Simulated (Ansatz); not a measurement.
`CC(F)=C(F)F` + trifluoromethane → `C/C(F)=C(\F)C(F)(F)F` + H–F at 400 K and 1 bar (formal exchange of groups at a C–F bond).

Computed with Ansatz on PBE0-D4/def2-TZVP structures; ΔE is electronic, products minus reactants. CCSD(T)/CBS adds triple-zeta CCSD(T) − MP2 to the extrapolated MP2 energy (def2 sets, frozen cores). This one scheme is used for every species.

```csv
species,CCSD(T)/CBS energy (Eh),H − E (kJ/mol),S (J/(mol·K))
`CC(F)=C(F)F`,-415.28897,179.4,352.4
`FC(F)F`,-338.02896,84.0,275.7
`C/C(F)=C(\F)C(F)(F)F`,-652.93707,224.2,432.4
H–F,-100.39570,36.5,182.2
```

H − E and S are ideal-gas, rigid-rotor, harmonic terms from PBE0-D4/def2-TZVP. 1 Eh = 2625.50 kJ/mol, R = 8.31446 J/(mol·K).

Problem. By hand: ΔE, ΔH, ΔS and ΔG.

Solution. ΔE = (-652.93707) + (-100.39570) − (-415.28897) − (-338.02896) = -0.01484 Eh = -39.0 kJ/mol. Δ(H − E) = 224.2 + 36.5 − 179.4 − 84.0 = -2.7, so ΔH = -41.7 kJ/mol. ΔS = 432.4 + 182.2 − 352.4 − 275.7 = -13.5 J/(mol·K). ΔG = -41.7 − 400 × (-13.5)/1000 = -36.3 kJ/mol.

Problem. By hand: the equilibrium constant, and the temperature at which ΔG would vanish if ΔH and ΔS stayed fixed.

Solution. log₁₀ K = −ΔG/(RT ln 10) = 4.7. ΔG = 0 at ΔH/ΔS = 3089 K, far beyond where these terms or the molecules hold.

The number of gas molecules stays the same, so ΔS is small and ΔH decides. A doubt of 5 kJ/mol in ΔE shifts log₁₀ K by 0.7 here. Modes under 60 cm⁻¹, often nearly free rotors, make the harmonic entropy too high. These are equilibria of isolated gas molecules and say nothing of rates. Largest T1 diagnostic: 0.012 (customary marks: 0.02 for closed shells, 0.045 for open ones).
